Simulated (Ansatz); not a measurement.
# Bare MgSe nanowire along [001] (64 atoms): repeated cells from small to large

Wanted: cost and convergence against size for bare MgSe nanowire along [001] (64 atoms).

Main program and level: Ansatz 0.2.0; Kohn-Sham DFT, PBE, PAW (set soft_2, large core), plane waves.

The database entry behind the starting cell differs from later determinations by our own check (0.1 to 0.3 % short, probably kX units), so it need not match the best structure at ambient conditions.

## 1. The structure

The cell holds 64 atoms: 32 Mg and 32 Se. Cell: a = 18.177 Å, b = 18.177 Å, c = 10.902 Å, α = 90.0°, β = 90.0°, γ = 90.0°. It derives from MgSe (rock-salt). Square section of size parameter 4.53 Å cut from rock-salt MgSe (a = 5.451 Å) along [001], 2 periods, 10 Å of vacuum; not relaxed, displaced by a Gaussian of 0.02 Å. Vacuum lies along a and b. The structure repeats along c.

What the set-up can't give: Beside vacuum, support functions can miss their usual error bounds without a warning.

## 2. Plane waves, typed cell on a dense mesh

The typed cell on a k-mesh is the yardstick: it samples like Γ on the cell repeated as often as the mesh has points along each axis. Its own convergence isn't tested.

input.yaml

```yaml
crystal:
  lattice:
    - [18.1765, 0.0, 0.0]
    - [0.0, 18.1765, 0.0]
    - [0.0, 0.0, 10.902]
  atoms:
    - { symbol: Mg, position: [0.27619, 0.27508, 0.0012] }
    - { symbol: Se, position: [0.27306, 0.2742, 0.25189] }
    - { symbol: Mg, position: [0.27591, 0.27564, 0.49883] }
    - { symbol: Se, position: [0.27622, 0.2743, 0.74966] }
    - { symbol: Se, position: [0.27558, 0.42516, 0.00049] }
    - { symbol: Mg, position: [0.27504, 0.57557, 0.00192] }
    - { symbol: Mg, position: [0.27268, 0.42386, 0.24882] }
    - { symbol: Se, position: [0.2754, 0.57569, 0.24922] }
    - { symbol: Se, position: [0.27491, 0.42615, 0.49684] }
    - { symbol: Mg, position: [0.27413, 0.57357, 0.50323] }
    - { symbol: Mg, position: [0.27362, 0.42573, 0.75289] }
    - { symbol: Se, position: [0.2745, 0.57516, 0.74899] }
    - { symbol: Se, position: [0.27557, 0.72473, 0.99815] }
    - { symbol: Mg, position: [0.27637, 0.72287, 0.25165] }
    - { symbol: Se, position: [0.27441, 0.72783, 0.50363] }
    - { symbol: Mg, position: [0.27557, 0.72662, 0.7504] }
    - { symbol: Mg, position: [0.57753, 0.27488, 0.99749] }
    - { symbol: Se, position: [0.42614, 0.27541, 0.00072] }
    - { symbol: Mg, position: [0.42405, 0.27402, 0.24568] }
    - { symbol: Se, position: [0.57327, 0.27665, 0.25134] }
    - { symbol: Mg, position: [0.57536, 0.275, 0.50265] }
    - { symbol: Se, position: [0.42362, 0.2734, 0.5003] }
    - { symbol: Mg, position: [0.42427, 0.27372, 0.74982] }
    - { symbol: Se, position: [0.57599, 0.275, 0.74982] }
    - { symbol: Mg, position: [0.42788, 0.42617, 0.9995] }
    - { symbol: Se, position: [0.57666, 0.42769, 0.99529] }
    - { symbol: Mg, position: [0.57356, 0.57536, 0.99769] }
    - { symbol: Se, position: [0.42457, 0.57609, 0.99864] }
    - { symbol: Mg, position: [0.57503, 0.42333, 0.25003] }
    - { symbol: Se, position: [0.4259, 0.42624, 0.25203] }
    - { symbol: Mg, position: [0.42493, 0.57606, 0.24991] }
    - { symbol: Se, position: [0.57426, 0.57403, 0.24988] }
    - { symbol: Mg, position: [0.42618, 0.42417, 0.50158] }
    - { symbol: Se, position: [0.57551, 0.42458, 0.4978] }
    - { symbol: Mg, position: [0.57699, 0.57483, 0.49919] }
    - { symbol: Se, position: [0.4234, 0.57587, 0.4961] }
    - { symbol: Mg, position: [0.57693, 0.42285, 0.7506] }
    - { symbol: Se, position: [0.42546, 0.42559, 0.75208] }
    - { symbol: Mg, position: [0.42541, 0.57568, 0.75114] }
    - { symbol: Se, position: [0.5743, 0.57464, 0.75216] }
    - { symbol: Mg, position: [0.42479, 0.72369, 0.99685] }
    - { symbol: Se, position: [0.57405, 0.72499, 0.99874] }
    - { symbol: Mg, position: [0.57457, 0.72575, 0.24824] }
    - { symbol: Se, position: [0.42612, 0.72284, 0.24814] }
    - { symbol: Mg, position: [0.42403, 0.7233, 0.50169] }
    - { symbol: Se, position: [0.57323, 0.72583, 0.5002] }
    - { symbol: Mg, position: [0.57377, 0.72476, 0.75012] }
    - { symbol: Se, position: [0.42406, 0.72422, 0.74953] }
    - { symbol: Se, position: [0.72544, 0.27592, 0.00132] }
    - { symbol: Mg, position: [0.72415, 0.27454, 0.2476] }
    - { symbol: Se, position: [0.72578, 0.27527, 0.49971] }
    - { symbol: Mg, position: [0.72164, 0.27436, 0.74905] }
    - { symbol: Mg, position: [0.72575, 0.42475, 0.00046] }
    - { symbol: Se, position: [0.72393, 0.57499, 0.00194] }
    - { symbol: Se, position: [0.72519, 0.42478, 0.25071] }
    - { symbol: Mg, position: [0.72418, 0.57488, 0.25006] }
    - { symbol: Mg, position: [0.72483, 0.42366, 0.50151] }
    - { symbol: Se, position: [0.72702, 0.57488, 0.49933] }
    - { symbol: Se, position: [0.72531, 0.42592, 0.75105] }
    - { symbol: Mg, position: [0.72166, 0.57683, 0.75342] }
    - { symbol: Mg, position: [0.72486, 0.72293, 0.99987] }
    - { symbol: Se, position: [0.72252, 0.7243, 0.24959] }
    - { symbol: Mg, position: [0.72425, 0.72435, 0.50138] }
    - { symbol: Se, position: [0.7246, 0.72463, 0.75084] }
kpoints:
  mp_grid: { grid: [1, 1, 2] }
hamiltonian:
  xc: pbe
  pseudopotentials: { kind: paw, core: large }
scf:
  occupations: { method: fermi_dirac, width: 0.05 }
output:
  forces: true
  populations: true
  dos:
    method: { smearing: { sigma: 0.1 } }
    de: 0.1
    projected: { site_lists: { Mg: [Mg], Se: [Se] } }
  eigenvalues: true
```

The run is started by

```console
ansatz run input.yaml --threads 8 --pin off --max-ram 15872MiB --backend cpu --events-out ev --progress --plain --runs-dir out
```

Numbers of over 12 decimals in the logs are rounded to 6 here.

Log:

```text
Engine: ansatz 0.2.0, aarch64-unknown-linux-gnu
Pseudopotentials: kind: paw
Pseudopotential: Mg, paw, valence charge 10, recommended cutoff 420 eV (normal), Mg.paw.azcp
Pseudopotential: Se, paw, valence charge 6, recommended cutoff 420 eV (normal), Se.paw.azcp#standard-large-core
[... 5 lines on functional and potentials left out ...]
Crystal: 64 atoms, lattice volume = 3601.859 Å³
Basis set: ecut = 420 eV, 70553 PW (Γ), exchange–correlation on 250×250×150 points (8 copies of the dense FFT grid, shifted against one another)
Bands: 320, of which v1, the nominal top of the filled ones, is band 256 counted from 1 (255 counted from 0)
Symmetry: 1 space group operations
Space group: P1 (ITA 1), of the structure as read, at distance tolerance 1.5e-4 Å
k-points: 2
[... 5 lines on functional and potentials left out ...]
Initial density: superposition of atomic densities (neutral atoms: chi_scale 0, normalization atom)
Initial wavefunctions: pseudopotential atomic-orbital guess
Functional: x = pbe(κ = 0.804, μ = 0.219515), c = pbe(β = 0.066725)
SCF iter   1: F=—  HF=-144148.651072 eV  |F-HF|=—  |Δ(HF+E_count)|=         —  Δρ=2.38e-2  dr2=5.47e1  ethr=3.10e-3  ⟨swp⟩=11.0  Hψ=3493  notcnv=0  defer=45
preconditioner: auto → Resta (q_TF=auto, 1.971 Å⁻¹)  ε∞=2.1  [insulator: Δε(μ)=3.110 eV  Ē_g=9.542 eV  σ=0.050 eV  W_gap=1.00  n_scr=474 (ndim 8)  ℏωp=9.9 eV  f_vac=0.530  D(μ)=0.00/eV (n_scr^D=0)  ε∞_Penn≈2.1  vacuum switching on, ρ_ref=6.6e-3 e/Å³]
SCF iter   2: F=—  HF=-144131.846335 eV  |F-HF|=—  |Δ(HF+E_count)|=    1.68e1  Δρ=9.56e-3  dr2=5.66e0  ethr=3.10e-3  ⟨swp⟩=3.0  Hψ=1011  notcnv=0  defer=116
SCF iter   3: F=—  HF=-144131.018687 eV  |F-HF|=—  |Δ(HF+E_count)|=   8.28e-1  Δρ=3.90e-3  dr2=9.84e-1  ethr=1.11e-3  ⟨swp⟩=3.0  Hψ=739  notcnv=0  defer=116
SCF iter   4: F=—  HF=-144131.056049 eV  |F-HF|=—  |Δ(HF+E_count)|=   3.74e-2  Δρ=1.57e-3  dr2=4.85e-1  ethr=1.92e-4  ⟨swp⟩=3.5  Hψ=941  notcnv=0  defer=116
SCF iter   5: F=—  HF=-144130.993190 eV  |F-HF|=—  |Δ(HF+E_count)|=   6.29e-2  Δρ=2.77e-4  dr2=4.86e-3  ethr=9.47e-5  ⟨swp⟩=4.0  Hψ=861  notcnv=0  defer=107
SCF iter   6: F=—  HF=-144130.995903 eV  |F-HF|=—  |Δ(HF+E_count)|=   2.71e-3  Δρ=1.10e-4  dr2=5.96e-4  ethr=9.49e-7  ⟨swp⟩=3.0  Hψ=963  notcnv=0  defer=107
SCF iter   7: F=—  HF=-144130.996198 eV  |F-HF|=—  |Δ(HF+E_count)|=   2.95e-4  Δρ=3.51e-5  dr2=1.08e-4  ethr=1.16e-7  ⟨swp⟩=2.0  Hψ=757  notcnv=0  defer=107
SCF iter   8: F=—  HF=-144130.996212 eV  |F-HF|=—  |Δ(HF+E_count)|=   1.34e-5  Δρ=6.39e-6  dr2=7.47e-6  ethr=2.11e-8  ⟨swp⟩=2.5  Hψ=792  notcnv=0  defer=107
SCF iter   9: F=—  HF=-144130.994642 eV  |F-HF|=—  |Δ(HF+E_count)|=   1.57e-3  Δρ=4.67e-6  dr2=1.31e-6  ethr=1.46e-9  ⟨swp⟩=3.0  Hψ=1263  notcnv=0  defer=107
SCF iter  10: F=—  HF=-144130.994642 eV  |F-HF|=—  |Δ(HF+E_count)|=   7.17e-7  Δρ=1.93e-6  dr2=1.45e-7  ethr=2.56e-10  ⟨swp⟩=2.5  Hψ=801  notcnv=0  defer=107
SCF iter  11: F=-144130.994642 eV  HF=-144130.994642 eV  |F-HF|=4.28e-8  |Δ(HF+E_count)|=   1.50e-7  Δρ=4.92e-7  dr2=5.05e-8  ethr=1.95e-11  ⟨swp⟩=22.5  Hψ=4544  notcnv=0
SCF 1 converged in 11 iterations: F = -144130.994642 eV  dr2 = 5.05e-8
  greatest PAW one-centre occupation: 1.000 electrons in one spin orbital (limit 2), on the Mg atom at site 30 (counted from 0), in its partial waves of l = 0
SCF converged after 11 iterations
Free energy (F): -144130.994642 eV
Harris-Foulkes:  -144130.994642 eV  (|F-HF|=4.28e-8)
Internal energy: -144130.994642 eV  (E = F + TS)
E sigma→0 (E₀):  -144130.994642 eV
Entropy (-TS):   -0.000000 eV (-0.000 meV/atom)
Fermi energy:    0.063834 eV
--- Per-component energies (eV) ---
  E_band       = -14407.228893
  E_kinetic    = 5686.092297
  E_local      = -198350.709796  (includes V_loc(G=0)·N_el)
  E_nonlocal   = 4740.343691
  E_hartree    = 89279.320872
  E_xc         = -7054.251265
  E_vxc        = -3848.287480  (∫ρ·V_xc dr)
  E_paw        = -79903.516963  (= ΣΔE_a)
  E_vpaw       = -1193.293572  (= ΣTr[D̂ρ^β])
  E_aug_tail   = -0.000116  (compensation charges beyond the density's cutoff)
  E_ewald      = 41471.726638
  E_smearing   = -0.000000  (= −TS)
  E_closure    = -0.000000  (closes the sum)
  Σ components = -144130.994642   (vs F -144130.994642, Δ=0.00e0)
--- Forces (eV/Å), atoms counted from 1 ---
  atom   1  Mg     0.65368846     0.71031325    -0.03680226
  atom   2  Se    -0.21485643    -0.28759378    -0.17026458
  atom   3  Mg     0.62410671     0.70002208     0.08028444
  atom   4  Se    -0.38026331    -0.23610946     0.06542414
  atom   5  Se    -0.57716994    -0.10551689     0.03970857
  atom   6  Mg     0.51566752     0.14035946    -0.09112623
  atom   7  Mg     0.68591495    -0.06339575     0.02902886
  atom   8  Se    -0.70195406    -0.01148470     0.06398807
  atom   9  Se    -0.59658425    -0.22270035     0.17010543
  atom  10  Mg     0.57014711     0.31768008    -0.09257382
  atom  11  Mg     0.63310450    -0.15663047    -0.12774109
  atom  12  Se    -0.60245791    -0.00066139     0.11616887
  atom  13  Se    -0.35165921     0.34560231     0.09378392
  atom  14  Mg     0.67066628    -0.57680876     0.00099061
[...]
atom  63  Mg    -0.73667028    -0.70206984    -0.04238089
  atom  64  Se     0.28520559     0.36242722    -0.02687443
  max |Σ_I F_I| component: 8.62e-5 eV/Å
--- Band table (eV) ---
  k-point 0: bands = ["-76.9213", "-76.9194", "-76.9152", "-76.8645", [... 304 levels ...], "4.6273", "4.6399", "4.6903", "4.7023", "4.7309", "4.7526", "4.7736", "4.8002", "4.9240", "4.9311", "4.9745", "4.9830"]
  k-point 1: bands = ["-76.9213", "-76.9194", "-76.9152", "-76.8645", [... 304 levels ...], "4.7276", "4.7396", "4.7553", "4.7748", "4.7897", "4.7990", "4.8154", "4.8283", "4.8417", "4.8467", "4.8549", "4.8775"]
--- Löwdin populations: 64 sites ---
  site symbol       q [e]
     0     Mg      8.6017
     1     Se      7.2235
     2     Mg      8.5944
[...]
63     Se      7.2220
  spilling = 0.009645 (of n_electrons = 512.000000)
```

The job ended after 53 s (8 threads of Arm Neoverse V2, shared host; peak memory 9.3 GiB).

The program notes that potentials were chosen by core size.

Numbers from this run:

```yaml
free_energy: -144130.9946 eV
free_energy_per_atom: -2252.0468 eV/atom
scf_cycles: 11
r_m_s_force_component: 0.3425 eV/Å
longest_force: 1.051 eV/Å
fermi_energy: 0.06383 eV
spacing_of_highest_filled_and_lowest_empty_level: 1.703 eV
spilling_of_the_projection: 0.009645
```

The r.m.s. force component of 0.34 eV/Å sets the scale for the differences below.

## 3. Plane waves, 64 atoms

The typed cell is solved at Γ alone, the coarsest sampling of the series.

input.yaml, the sections that differ from step 2:

```yaml
kpoints:
  mp_grid: { grid: [1, 1, 1] }
output:
  forces: true
  eigenvalues: true
# crystal, hamiltonian, scf: as in step 2
```

Log:

```text
[...]
Crystal: 64 atoms, lattice volume = 3601.859 Å³
Basis set: ecut = 420 eV, 70553 PW (Γ), exchange–correlation on 250×250×150 points (8 copies of the dense FFT grid, shifted against one another)
Bands: 320, of which v1, the nominal top of the filled ones, is band 256 counted from 1 (255 counted from 0)
Symmetry: 1 space group operations
[...]
k-points: 1
[...]
SCF iter   1: F=—  HF=-144148.657071 eV  |F-HF|=—  |Δ(HF+E_count)|=         —  Δρ=2.38e-2  dr2=5.47e1  ethr=3.10e-3  ⟨swp⟩=11.0  Hψ=1763  notcnv=0  defer=12
[...]
SCF iter   3: F=—  HF=-144131.113114 eV  |F-HF|=—  |Δ(HF+E_count)|=   8.00e-1  Δρ=3.96e-3  dr2=1.05e0  ethr=1.10e-3  ⟨swp⟩=3.0  Hψ=363  notcnv=0  defer=37
automatic band count: iteration 3 solves 297 bands in place of 320: the levels show a gap, and the empty bands left out lie too high to hold charge; the band table lists the bands solved (type scf.n_extra_bands for more)
SCF iter   4: F=—  HF=-144131.133098 eV  |F-HF|=—  |Δ(HF+E_count)|=   2.00e-2  Δρ=1.60e-3  dr2=4.72e-1  ethr=2.05e-4  ⟨swp⟩=4.0  Hψ=445  notcnv=0  defer=37
SCF iter   5: F=—  HF=-144131.074352 eV  |F-HF|=—  |Δ(HF+E_count)|=   5.87e-2  Δρ=2.84e-4  dr2=5.42e-3  ethr=9.21e-5  ⟨swp⟩=5.0  Hψ=464  notcnv=0  defer=28
[...]
SCF iter  10: F=—  HF=-144131.076535 eV  |F-HF|=—  |Δ(HF+E_count)|=   5.95e-7  Δρ=2.00e-6  dr2=1.27e-7  ethr=2.72e-10  ⟨swp⟩=2.0  Hψ=383  notcnv=0  defer=28
SCF iter  11: F=-144131.076535 eV  HF=-144131.076535 eV  |F-HF|=3.41e-8  |Δ(HF+E_count)|=   1.70e-7  Δρ=4.45e-7  dr2=4.08e-8  ethr=1.95e-11  ⟨swp⟩=20.0  Hψ=1641  notcnv=0
SCF 1 converged in 11 iterations: F = -144131.076535 eV  dr2 = 4.08e-8
[...]
SCF converged after 11 iterations
Free energy (F): -144131.076535 eV
[...]
Internal energy: -144131.076535 eV  (E = F + TS)
E sigma→0 (E₀):  -144131.076535 eV
Entropy (-TS):   -0.000000 eV (-0.000 meV/atom)
Fermi energy:    0.028926 eV
[...]
Σ components = -144131.076535   (vs F -144131.076535, Δ=0.00e0)
--- Forces (eV/Å), atoms counted from 1 ---
  atom   1  Mg     0.63740515     0.69211527    -0.03754684
  atom   2  Se    -0.21550544    -0.28810822    -0.16821852
  atom   3  Mg     0.60476360     0.68200155     0.08155510
  atom   4  Se    -0.38382609    -0.23109086     0.06418132
[...]
atom  64  Se     0.28914571     0.36493173    -0.02659583
  max |Σ_I F_I| component: 9.70e-5 eV/Å
--- Band table (eV) ---
[...]
```

Run time: 17 s. Hardware: 8 threads; peak memory 3.4 GiB.

The energy lies 1.28 meV/atom below the dense-mesh reference.

## 4. Support functions, 64 atoms

The typed cell is solved at Γ alone, now in support functions.

This step: Kohn-Sham DFT, PBE, PAW (set soft_2, large core), localised support functions (medium) (Ansatz 0.2.0).

Edit input.yaml of step 3 so:

```diff
@@ -14,2 +14,5 @@
   occupations: { method: fermi_dirac, width: 0.05 }
+  eigensolver: { kind: { support_functions: { accuracy: medium } } }
+  mixing: { beta: 0.4 }
+  max_iter: 150
 output:
```

Elapsed: 63 s, on 8 threads; peak memory 4.8 GiB.

The program notes that the band table was not solved further than the SCF left it and it switched symmetry off.

It converged in 13 SCF cycles; the log is left out.

The energy lies 1.93 meV/atom below the dense-mesh reference, and 0.65 meV/atom below plane waves of the same size, an offset between the two bases that leaves the sampling error alike.

## 5. Plane waves, 128 atoms

The cell is repeated and solved at Γ in plane waves, whose cost grows towards the cube of the size.

This step: Kohn-Sham DFT, PBE, PAW (set soft_2, large core), plane waves (Ansatz 0.2.0).

input.yaml, the sections that differ from step 4:

```yaml
crystal:
  lattice:
    - [18.1765, 0.0, 0.0]
    - [0.0, 18.1765, 0.0]
    - [0.0, 0.0, 10.902]
  atoms:
    [... the 64 atom lines of step 2 ...]
  supercell: [1, 1, 2]
scf:
  occupations: { method: fermi_dirac, width: 0.05 }
# kpoints, hamiltonian, output: as in step 4
```

Run time: 83 s. Hardware: 8 threads; peak memory 9.4 GiB.

The program repeats the typed cell 1×1×2 times, 128 atoms in all; totals in the log are those of the whole repeated cell, and force differences are taken after averaging over the copies of each atom.

It converged in 11 SCF cycles; the log is left out.

This repeat at Γ samples the very k-points of the reference's mesh, so the two must agree.

The energy lies 0 meV/atom below the dense-mesh reference.

[end of part 1 of 2]

[Logs are printed without paths, hosts, clocks, repeated set-up lines and the standing remarks that a program may print on its own settings, such as how far it seeks lower states.]

[Hosts, paths, dates, database ids (printed as entryN), source tags and the programs' standing remarks are cut or masked in the printed files.]
